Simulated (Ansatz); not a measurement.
**Fe3Ge under changes of volume**

One of the cells (12.262 Å³/atom); the others are scaled copies at fixed shape and fractional positions:

```
CELL_PARAMETERS angstrom
3.66050 0.00000 0.00000
0.00000 3.66050 0.00000
0.00000 0.00000 3.66050
ATOMIC_POSITIONS crystal
Ge 0.00000 0.00000 0.00000
Fe 0.50000 0.00000 0.50000
Fe 0.50000 0.50000 0.00000
Fe 0.00000 0.50000 0.50000
```

The cell comes from a database or a generator and needn't be the stable form of this composition.

```yaml
Program: Ansatz 0.2.0
Functional: r2SCAN
Potentials_or_basis: Ansatz PAW
Cutoff: "500 eV (not typed: the program's choice for these potentials)"
k_mesh: 7 × 7 × 7
Occupations: fermi-dirac, width 0.05 eV
Spin: collinear spin, ferromagnetic start
Starting_moments: "[0.0, 3.0, 3.0, 3.0] μB"
```

```csv
volume (Å³/atom),energy over the lowest point (meV/atom),pressure (GPa),moment (μB per cell)
11.526,28.22,10.9,7.38
11.772,14.59,7.7,7.61
12.017,4.75,4.5,7.79
12.262,0.00,1.2,7.91
12.507,0.10,-1.8,8.00
12.752,?,?,?
12.998,13.89,-7.3,8.12
```

Problem. What does the run at 12.752 Å³/atom give?

Solution. Energy over the lowest point 4.81 meV/atom; pressure -4.6 GPa; moment 8.07 μB per cell.

Worked out: A Birch-Murnaghan fit of order 3 (a polynomial in V^(-2/3)) to the other rows has its minimum at 12.39 Å³/atom with B0 = V·E''(V) = 156 GPa (rough, since the energies scatter). It gives 4.55 meV/atom at 12.752 Å³/atom, against the run's 4.81, and -dE/dV = -4.6 GPa, against -4.6. A parabola through the other rows of the moment, of slope 0.199 μB per Å³/atom there, gives 8.08 μB, against the run's 8.07.

Energies are extrapolated to zero smearing.

Caveats: the magnetic or orbital state may not be the lowest; the PAW data sets come from PBE, with cores solved anew for the run's functional, which leaves a small shift of forces and pressure.
